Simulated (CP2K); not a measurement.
BaS:

```xyz
2
Lattice="4.5166 0.0000 0.0000 2.2583 3.9115 0.0000 2.2583 1.3038 3.6878" Properties=species:S:1:pos:R:3 pbc="T T T"
Ba    0.0000    0.0000    0.0000
S     4.5166    2.6077    1.8439
```

Program: CP2K 2026.2. Alike in all runs: task atomic charges; level PBE; no spin polarisation; cell as given; k mesh 7 × 7 × 7; smearing fermi-dirac 0.05 eV.

Order these runs on this cell by their pressure, lowest first.
A. potentials or basis GTH_POTENTIALS Ba GTH-PBE-q10, S GTH-PBE-q6; SZV-MOLOPT-SR-GTH basis; ADDED_MOS [1]
B. potentials or basis POTENTIAL_UZH Ba GTH-PBE-q10, S GTH-PBE-q6; DZVP-MOLOPT-PBE-GTH basis; ADDED_MOS [10]
C. potentials or basis POTENTIAL_UZH Ba GTH-PBE-q10, S GTH-PBE-q6; ccGRB-D basis; ADDED_MOS [10]

B (2.0 GPa), C (4.7 GPa), A (8.8 GPa).

Caveats: the basis of atomic orbitals isn't converged, which shifts pressures, moduli and gaps; a minimal basis gives rough bond lengths, pressures and levels (some runs).
